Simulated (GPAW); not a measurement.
# CdO (Monteponite) (Fm-3m) in GPAW: further runs

The runs below take CdO (Monteponite) through relaxation of cell and atoms, with RPBE+D4, revPBE.

Program: GPAW 26.7.0. These are calculated values, not measurements. Logs are shortened: lines on timing, memory, paths and dates and some standing lists are left out, and cuts for length are marked. The log counts tension as positive stress, the text compression.

**1. The crystal as given**

Symmetry: Fm-3m, No. 225, cubic system. The conventional cell has a = 4.699 Å, b = 4.699 Å, c = 4.699 Å, α = 90.00°, β = 90.00°, γ = 90.00°. Cd (site symmetry m-3m) has 6 O at 2.35 Å as nearest neighbours. O (site symmetry m-3m) has 6 Cd at 2.35 Å as nearest neighbours.

**2. Relaxation of cell and atoms, RPBE+D4**

run.py reads:

```python
from ase.calculators.mixing import SumCalculator
from ase.filters import FrechetCellFilter
from ase.io import read, write
from ase.optimize import FIRE
from dftd4.ase import DFTD4
from gpaw import GPAW, PW

atoms = read('POSCAR')

calc = GPAW(mode=PW(800),
            xc='RPBE',
            kpts={'size': (10, 10, 10), 'gamma': True},
            occupations={'name': 'fermi-dirac', 'width': 0.05},
            nbands=18,
            convergence={'density': 1e-05, 'forces': 0.0001},
            maxiter=150,
            txt='gpaw.txt')
atoms.calc = SumCalculator([calc, DFTD4(method='rpbe')])
opt = FIRE(FrechetCellFilter(atoms), trajectory='relax.traj', logfile='-')
done = opt.run(fmax=0.01, steps=60)
calc.write('gs.gpw')
write('result.traj', atoms)
print('Converged:', done)
print('Cell:', atoms.cell.cellpar().round(4))
print('Volume:', round(atoms.get_volume(), 4))
print(atoms.get_scaled_positions().round(5))
```

POSCAR reads:

```
CdO
1.0
    0.0000000000      2.3495000000      2.3495000000
    2.3495000000      0.0000000000      2.3495000000
    2.3495000000      2.3495000000      0.0000000000
Cd O
1 1
Direct
    0.0000000000      0.0000000000      0.0000000000
    0.5000000000      0.5000000000      0.5000000000
```

Potentials or basis: the program's PAW data sets (release 1.2.1) made for this functional, pw.

Launch:

```console
$ OMP_NUM_THREADS=1 python run.py
```

gpaw.txt:

```text
__  _  _
 | _ |_)|_||  |
 |__||  | ||/\| - 26.7.0

Input parameters:
  mode=PW(ecut=800.0),
  convergence={'density': 1e-05, 'forces': 0.0001},
  kpts=MonkhorstPack(size=(10, 10, 10), gamma=True),
  maxiter=150,
  nbands=18,
  occupations=Occupations(name='fermi-dirac', width=0.05),
  xc=XC(name='RPBE')

Diagonalizing LCAO Hamiltonian
Converting LCAO to pw mode

               O

       Cd

Atoms  # Å, Bohr magnetons
|   | symbol |        x |        y |        z |    initial magnetic moments |
|---|--------|----------|----------|----------|-----------------------------|
| 0 |     Cd | 0.000000 | 0.000000 | 0.000000 | ( 0.0000,  0.0000,  0.0000) |
| 1 |      O | 2.349500 | 2.349500 | 2.349500 | ( 0.0000,  0.0000,  0.0000) |

Unit cell  # Å
| periodic |        x |        y |        z |  lengths |    angles |
|----------|----------|----------|----------|----------|-----------|
|      yes | 0.000000 | 2.349500 | 2.349500 | 3.322695 | 60.000000 |
|      yes | 2.349500 | 0.000000 | 2.349500 | 3.322695 | 60.000000 |
|      yes | 2.349500 | 2.349500 | 0.000000 | 3.322695 | 60.000000 |

Number of symmetries: 48
Symmetry operations  # r_c * U_cc + t_c -> r_c
|    | kind |            matrix            |
|----|------|------------------------------|
|  0 |  σ   |  1, 0, 0,  1, 0,-1,  1,-1, 0 |
|  1 |  C2  |  1, 0, 0,  1,-1, 0,  1, 0,-1 |
|  2 |  E   |  1, 0, 0,  0, 1, 0,  0, 0, 1 |
|  3 |  σ   |  1, 0, 0,  0, 0, 1,  0, 1, 0 |
|  4 |  C4  |  1, 0,-1,  1, 0, 0,  1,-1, 0 |
|  5 |  S6  |  1, 0,-1,  1,-1, 0,  1, 0, 0 |
|  6 |  σ   |  1, 0,-1,  0, 1,-1,  0, 0,-1 |
|  7 |  C3  |  1, 0,-1,  0, 0,-1,  0, 1,-1 |
|  8 |  S6  |  1,-1, 0,  1, 0, 0,  1, 0,-1 |
|  9 |  C4  |  1,-1, 0,  1, 0,-1,  1, 0, 0 |
| 10 |  C3  |  1,-1, 0,  0,-1, 1,  0,-1, 0 |
| 11 |  σ   |  1,-1, 0,  0,-1, 0,  0,-1, 1 |
| 12 |  σ   |  0, 1, 0,  1, 0, 0,  0, 0, 1 |
| 13 |  C4  |  0, 1, 0,  0, 1,-1, -1, 1, 0 |
| 14 |  C3  |  0, 1, 0,  0, 0, 1,  1, 0, 0 |
| 15 |  S6  |  0, 1, 0, -1, 1, 0,  0, 1,-1 |
| 16 |  C2  |  0, 1,-1,  1, 0,-1,  0, 0,-1 |
| 17 |  σ   |  0, 1,-1,  0, 1, 0, -1, 1, 0 |
| 18 |  S4  |  0, 1,-1,  0, 0,-1,  1, 0,-1 |
| 19 |  C4  |  0, 1,-1, -1, 1, 0,  0, 1, 0 |
| 20 |  C3  |  0, 0, 1,  1, 0, 0,  0, 1, 0 |
| 21 |  σ   |  0, 0, 1,  0, 1, 0,  1, 0, 0 |
| 22 |  S6  |  0, 0, 1,  0,-1, 1, -1, 0, 1 |
| 23 |  C4  |  0, 0, 1, -1, 0, 1,  0,-1, 1 |
| 24 |  S4  |  0, 0,-1,  1, 0,-1,  0, 1,-1 |
| 25 |  C3  |  0, 0,-1,  0, 1,-1,  1, 0,-1 |
| 26 |  C2  |  0, 0,-1,  0,-1, 0, -1, 0, 0 |
| 27 |  S6  |  0, 0,-1, -1, 0, 0,  0,-1, 0 |
| 28 |  S4  |  0,-1, 1,  1,-1, 0,  0,-1, 0 |
| 29 |  C4  |  0,-1, 1,  0, 0, 1, -1, 0, 1 |
| 30 |  C2  |  0,-1, 1,  0,-1, 0,  1,-1, 0 |
| 31 |  σ   |  0,-1, 1, -1, 0, 1,  0, 0, 1 |
| 32 |  C3  |  0,-1, 0,  1,-1, 0,  0,-1, 1 |
| 33 |  S6  |  0,-1, 0,  0, 0,-1, -1, 0, 0 |
| 34 |  S4  |  0,-1, 0,  0,-1, 1,  1,-1, 0 |
| 35 |  C2  |  0,-1, 0, -1, 0, 0,  0, 0,-1 |
| 36 |  C2  | -1, 1, 0,  0, 1, 0,  0, 1,-1 |
| 37 |  S6  | -1, 1, 0,  0, 1,-1,  0, 1, 0 |
| 38 |  S4  | -1, 1, 0, -1, 0, 1, -1, 0, 0 |
| 39 |  C3  | -1, 1, 0, -1, 0, 0, -1, 0, 1 |
| 40 |  S6  | -1, 0, 1,  0, 0, 1,  0,-1, 1 |
| 41 |  C2  | -1, 0, 1,  0,-1, 1,  0, 0, 1 |
| 42 |  C3  | -1, 0, 1, -1, 1, 0, -1, 0, 0 |
| 43 |  S4  | -1, 0, 1, -1, 0, 0, -1, 1, 0 |
| 44 |  C2  | -1, 0, 0,  0, 0,-1,  0,-1, 0 |
| 45 |  i   | -1, 0, 0,  0,-1, 0,  0, 0,-1 |
| 46 |  σ   | -1, 0, 0, -1, 1, 0, -1, 0, 1 |
| 47 |  C2  | -1, 0, 0, -1, 0, 1, -1, 1, 0 |
[... 134 lines left out ...]
SCF iterations
|iter     | |      energy | eigst |  dens |force |
|---------|-|-------------|-------|-------|------|
|iter:   1| |   -9.135811 | -0.47 |       |      |
|iter:   2| |   -8.582663 | -2.18 | -0.94 |      |
|iter:   3| |   -7.337284 | -1.09 | -1.00 |      |
|iter:   4| |   -7.327350 | -3.32 | -1.50 |      |
|iter:   5| |   -7.325009 | -3.39 | -1.74 |      |
|iter:   6| |   -7.325120c| -5.35 | -2.91 |      |
|iter:   7| |   -7.325148c| -6.11 | -3.30 |      |
|iter:   8| |   -7.325148c| -8.02c| -4.26 |      |
|iter:   9| |   -7.325148c| -8.63c| -4.78 |      |
|iter:  10| |   -7.325148c| -9.54c| -5.96c|      |
|iter:  11| |   -7.325148c|-10.12c| -6.45c|-24.17c|

Converged in 11 steps
Energy contributions relative to reference atoms: (reference = -154224.725917)

Energy contributions:
  Kinetic:          32.031539
  Coulomb:         -28.363736
  Zero:              0.217849
  External:          0.000000
  Xc:              -11.210533
  Entropy:          -0.000533
  Spinorbit:         0.000000
  ----------------------------
  Free energy:      -7.325415
  Extrapolated:     -7.325148
[... 36 lines left out ...]
Forces  # eV/Ang
|        x |       y |        z |
|----------|---------|----------|
|  0.00000 | 0.00000 |  0.00000 |  # Cd   0
| -0.00000 | 0.00000 | -0.00000 |  # O    1

Diagonalizing LCAO Hamiltonian
Converting LCAO to pw mode

               O

       Cd

Atoms  # Å, Bohr magnetons
|   | symbol |        x |        y |         z |    initial magnetic moments |
|---|--------|----------|----------|-----------|-----------------------------|
| 0 |     Cd | 0.000000 | 0.000000 | -0.000000 | ( 0.0000,  0.0000,  0.0000) |
| 1 |      O | 2.352166 | 2.352166 |  2.352166 | ( 0.0000,  0.0000,  0.0000) |

Unit cell  # Å
| periodic |        x |        y |        z |  lengths |    angles |
|----------|----------|----------|----------|----------|-----------|
|      yes | 0.000000 | 2.352166 | 2.352166 | 3.326465 | 59.999998 |
|      yes | 2.352166 | 0.000000 | 2.352166 | 3.326465 | 59.999998 |
|      yes | 2.352166 | 2.352166 | 0.000000 | 3.326465 | 59.999998 |
[... 151 lines left out ...]
SCF iterations
|iter     | |      energy | eigst |  dens |force |
|---------|-|-------------|-------|-------|------|
|iter:   1| |   -9.142831 | -0.47 |       |      |
|iter:   2| |   -8.588385 | -2.18 | -0.94 |      |
|iter:   3| |   -7.342808 | -1.09 | -1.00 |      |
|iter:   4| |   -7.332807 | -3.32 | -1.50 |      |
|iter:   5| |   -7.330430 | -3.39 | -1.74 |      |
|iter:   6| |   -7.330539c| -5.35 | -2.91 |      |
|iter:   7| |   -7.330567c| -6.11 | -3.30 |      |
|iter:   8| |   -7.330568c| -8.02c| -4.26 |      |
|iter:   9| |   -7.330568c| -8.66c| -4.78 |      |
|iter:  10| |   -7.330568c| -9.55c| -5.96c|      |
|iter:  11| |   -7.330568c|-10.12c| -6.45c|-23.44c|

Converged in 11 steps
Energy contributions relative to reference atoms: (reference = -154224.725917)

Energy contributions:
  Kinetic:          31.714640
  Coulomb:         -28.109216
  Zero:              0.218445
  External:          0.000000
  Xc:              -11.154169
  Entropy:          -0.000534
  Spinorbit:         0.000000
  ----------------------------
  Free energy:      -7.330835
  Extrapolated:     -7.330568
[... 29 lines left out ...]
Stress tensor  # eV/Ang^3
|         x |         y |         z |
|-----------|-----------|-----------|
| -0.059270 |  0.000000 |  0.000000 |
|  0.000000 | -0.059270 |  0.000000 |
|  0.000000 |  0.000000 | -0.059270 |

Forces  # eV/Ang
|        x |        y |       z |
|----------|----------|---------|
| -0.00000 |  0.00000 | 0.00000 |  # Cd   0
|  0.00000 | -0.00000 | 0.00000 |  # O    1

Interpolating wave functions to new cell

               O

       Cd

Atoms  # Å, Bohr magnetons
|   | symbol |        x |        y |         z |    initial magnetic moments |
|---|--------|----------|----------|-----------|-----------------------------|
| 0 |     Cd | 0.000000 | 0.000000 | -0.000000 | ( 0.0000,  0.0000,  0.0000) |
| 1 |      O | 2.357049 | 2.357049 |  2.357049 | ( 0.0000,  0.0000,  0.0000) |

Unit cell  # Å
| periodic |        x |        y |        z |  lengths |    angles |
|----------|----------|----------|----------|----------|-----------|
|      yes | 0.000000 | 2.357048 | 2.357048 | 3.333370 | 59.999997 |
|      yes | 2.357048 | 0.000000 | 2.357048 | 3.333370 | 59.999997 |
|      yes | 2.357048 | 2.357048 | 0.000000 | 3.333370 | 59.999997 |
[... 206 lines left out ...]
Stress tensor  # eV/Ang^3
|         x |         y |         z |
|-----------|-----------|-----------|
| -0.053268 |  0.000000 |  0.000000 |
|  0.000000 | -0.053268 |  0.000000 |
|  0.000000 |  0.000000 | -0.053268 |

Forces  # eV/Ang
|       x |       y |        z |
|---------|---------|----------|
| 0.00000 | 0.00000 | -0.00000 |  # Cd   0
| 0.00000 | 0.00000 |  0.00000 |  # O    1

Interpolating wave functions to new cell

               O

       Cd

Atoms  # Å, Bohr magnetons
|   | symbol |        x |        y |        z |    initial magnetic moments |
|---|--------|----------|----------|----------|-----------------------------|
| 0 |     Cd | 0.000000 | 0.000000 | 0.000000 | ( 0.0000,  0.0000,  0.0000) |
| 1 |      O | 2.363333 | 2.363333 | 2.363333 | ( 0.0000,  0.0000,  0.0000) |

Unit cell  # Å
| periodic |        x |        y |        z |  lengths |    angles |
|----------|----------|----------|----------|----------|-----------|
|      yes | 0.000000 | 2.363333 | 2.363333 | 3.342257 | 59.999996 |
|      yes | 2.363333 | 0.000000 | 2.363333 | 3.342257 | 59.999996 |
|      yes | 2.363333 | 2.363333 | 0.000000 | 3.342257 | 59.999996 |
[... 207 lines left out ...]
Stress tensor  # eV/Ang^3
|         x |         y |         z |
|-----------|-----------|-----------|
| -0.045804 |  0.000000 |  0.000000 |
|  0.000000 | -0.045804 |  0.000000 |
|  0.000000 |  0.000000 | -0.045804 |

Forces  # eV/Ang
|        x |        y |        z |
|----------|----------|----------|
|  0.00000 |  0.00000 | -0.00000 |  # Cd   0
| -0.00000 | -0.00000 | -0.00000 |  # O    1

Interpolating wave functions to new cell

               O
[... 222 lines left out ...]
Stress tensor  # eV/Ang^3
|         x |         y |         z |
|-----------|-----------|-----------|
| -0.038228 |  0.000000 |  0.000000 |
|  0.000000 | -0.038228 |  0.000000 |
|  0.000000 |  0.000000 | -0.038228 |

Forces  # eV/Ang
|        x |        y |        z |
|----------|----------|----------|
|  0.00000 | -0.00000 | -0.00000 |  # Cd   0
| -0.00000 |  0.00000 | -0.00000 |  # O    1

Interpolating wave functions to new cell

               O
[... 166 lines left out ...]
SCF iterations
|iter     | |      energy | eigst |  dens |force |
|---------|-|-------------|-------|-------|------|
|iter:   1| |   -7.359612 | -5.45 |       |      |
|iter:   2| |   -7.359613 | -8.21c| -3.65 |      |
|iter:   3| |   -7.359625c| -7.02 | -3.70 |      |
|iter:   4| |   -7.359628c| -8.42c| -4.22 |      |
|iter:   5| |   -7.359629c| -7.64c| -4.54 |      |
|iter:   6| |   -7.359629c| -8.45c| -5.19c|      |
|iter:   7| |   -7.359629c| -9.25c| -6.35c|-23.60c|
[... 226 lines left out ...]
SCF iterations
|iter     | |      energy | eigst |  dens |force |
|---------|-|-------------|-------|-------|------|
|iter:   1| |   -7.359149 | -4.88 |       |      |
|iter:   2| |   -7.359148 | -7.63c| -3.41 |      |
|iter:   3| |   -7.359151c| -6.46 | -3.47 |      |
|iter:   4| |   -7.359155c| -7.89c| -4.11 |      |
|iter:   5| |   -7.359156c| -8.38c| -4.43 |      |
|iter:   6| |   -7.359156c| -8.24c| -4.88 |      |
|iter:   7| |   -7.359156c| -8.80c| -6.08c|      |
|iter:   8| |   -7.359156c| -9.74c| -6.51c|-23.77c|
[... 755 lines left out ...]
Stress tensor  # eV/Ang^3
|         x |         y |         z |
|-----------|-----------|-----------|
| -0.041037 |  0.000000 |  0.000000 |
|  0.000000 | -0.041037 |  0.000000 |
|  0.000000 |  0.000000 | -0.041037 |

Forces  # eV/Ang
|        x |        y |       z |
|----------|----------|---------|
| -0.00000 |  0.00000 | 0.00000 |  # Cd   0
|  0.00000 | -0.00000 | 0.00000 |  # O    1

Interpolating wave functions to new cell

               O
[... 458 lines left out ...]
Stress tensor  # eV/Ang^3
|         x |         y |         z |
|-----------|-----------|-----------|
| -0.043033 |  0.000000 |  0.000000 |
|  0.000000 | -0.043033 |  0.000000 |
|  0.000000 |  0.000000 | -0.043033 |

Forces  # eV/Ang
|        x |       y |       z |
|----------|---------|---------|
| -0.00000 | 0.00000 | 0.00000 |  # Cd   0
|  0.00000 | 0.00000 | 0.00000 |  # O    1

# Writing to gs.gpw (mode='')
```

Run time: 9.8 min. Hardware: 1 thread of Arm Neoverse V1, shared host; peak memory 0.42 GiB.

What came out:

| Quantity | Value |
| --- | --- |
| Free energy | -8.6761 eV |
| Relaxed volume | 13.24 Å³/atom |
| Relaxed cell | a = 3.346 Å, b = 3.346 Å, c = 3.346 Å, α = 60.00°, β = 60.00°, γ = 60.00° |
| Space group after relaxing (to 0.05 Å) | Fm-3m (No. 225) |
| Energy gained by relaxing | 2.4 meV/atom |
| Ionic steps | 12 |
| Pressure after relaxing | 0.0 GPa |
| Band gap on the k mesh | none (metal or under the smearing width) |
| Dispersion energy per atom | -0.661 eV |

The path:
```
step  energy change (eV)  largest force (eV/Å)  pressure (GPa)  volume (Å³)
   1              0.0000                0.0000            2.80        25.94
   2             -0.0014                0.0000            2.31        26.03
   3             -0.0034                0.0000            1.44        26.19
   4             -0.0047                0.0000            0.36        26.40
   5             -0.0046                0.0000           -0.74        26.62
   6             -0.0046                0.0000           -0.71        26.62
   7             -0.0047                0.0000           -0.66        26.61
   8             -0.0047                0.0000           -0.57        26.59
   9             -0.0048                0.0000           -0.46        26.57
  10             -0.0048                0.0000           -0.34        26.54
  11             -0.0049                0.0000           -0.19        26.51
  12             -0.0049                0.0000           -0.05        26.48
```

Final structure:
```
Cd O
1.0
     0.00000    2.36573    2.36573
     2.36573    0.00000    2.36573
     2.36573    2.36573    0.00000
Cd O
1 1
Direct
  0.00000 0.00000 0.00000
  0.50000 0.50000 0.50000
```

Caveat: later steps reuse the first step's grids; pairwise dispersion overbinds metals, which lowers pressure and volume; this crystal is a semiconductor, whose small gap the functional closes, so the metal is an error of the method.

**3. Relaxation of cell and atoms, revPBE**

run.py reads:

```python
from ase.filters import FrechetCellFilter
from ase.io import read, write
from ase.optimize import BFGS
from gpaw import GPAW, PW

atoms = read('POSCAR')

calc = GPAW(mode=PW(800),
            xc='revPBE',
            kpts={'size': (10, 10, 10), 'gamma': True},
            occupations={'name': 'fermi-dirac', 'width': 0.05},
            nbands=18,
            convergence={'density': 1e-05, 'forces': 0.0001},
            maxiter=150,
            txt='gpaw.txt')
atoms.calc = calc
opt = BFGS(FrechetCellFilter(atoms), trajectory='relax.traj', logfile='-')
done = opt.run(fmax=0.02, steps=40)
calc.write('gs.gpw')
write('result.traj', atoms)
print('Converged:', done)
print('Cell:', atoms.cell.cellpar().round(4))
print('Volume:', round(atoms.get_volume(), 4))
print(atoms.get_scaled_positions().round(5))
```

POSCAR is that of step 2.

Potentials or basis: the program's PAW data sets (release 1.2.1) made for this functional, pw.

Launch:

```console
$ OMP_NUM_THREADS=1 python run.py
```

It took 1.7 min on 1 thread of Arm Neoverse V1, shared host; peak memory 0.26 GiB.

It converged, with:

| Quantity | Value |
| --- | --- |
| Free energy | -7.4802 eV |
| Relaxed volume | 13.83 Å³/atom |
| Relaxed cell | a = 3.395 Å, b = 3.395 Å, c = 3.395 Å, α = 60.00°, β = 60.00°, γ = 60.00° |
| Space group after relaxing (to 0.05 Å) | Fm-3m (No. 225) |
| Energy gained by relaxing | 22.9 meV/atom |
| Ionic steps | 4 |
| Pressure after relaxing | 0.0 GPa |
| Band gap on the k mesh | none (metal or under the smearing width) |

The path:
| step | energy change (eV) | largest force (eV/Å) | pressure (GPa) | volume (Å³) |
| --- | --- | --- | --- | --- |
| 1 | 0.0000 | 0.0000 | 8.81 | 25.94 |
| 2 | -0.0193 | 0.0000 | 6.49 | 26.34 |
| 3 | -0.0456 | 0.0000 | 0.50 | 27.56 |
| 4 | -0.0458 | 0.0000 | 0.03 | 27.67 |

Final structure:
```
Cd O
1.0
     0.00000    2.40050    2.40050
     2.40050    0.00000    2.40050
     2.40050    2.40050    0.00000
Cd O
1 1
Cartesian
  0.0000 0.0000 0.0000
  2.4005 2.4005 2.4005
```

Levels at points of the mesh, in eV from the Fermi level:
| k point | band 6 | band 7 | band 8 | band 9 | band 10 | band 11 | band 12 | band 13 |
| --- | --- | --- | --- | --- | --- | --- | --- | --- |
| (0.00, 0.00, 0.00) | -6.49 | -1.32 | -1.32 | -1.32 | -0.66 | 14.44 | 16.45 | 16.45 |
| (0.50, 0.50, 0.00) | -5.93 | -4.05 | -2.21 | -2.21 | 3.52 | 8.12 | 10.89 | 12.65 |
| (0.50, 0.50, 0.50) | -6.27 | -3.80 | -0.17 | -0.17 | 4.26 | 6.75 | 11.43 | 11.43 |

Caveat: later steps reuse the first step's grids; this crystal is a semiconductor, whose small gap the functional closes, so the metal is an error of the method. revPBE gives volumes clearly too large for solids.
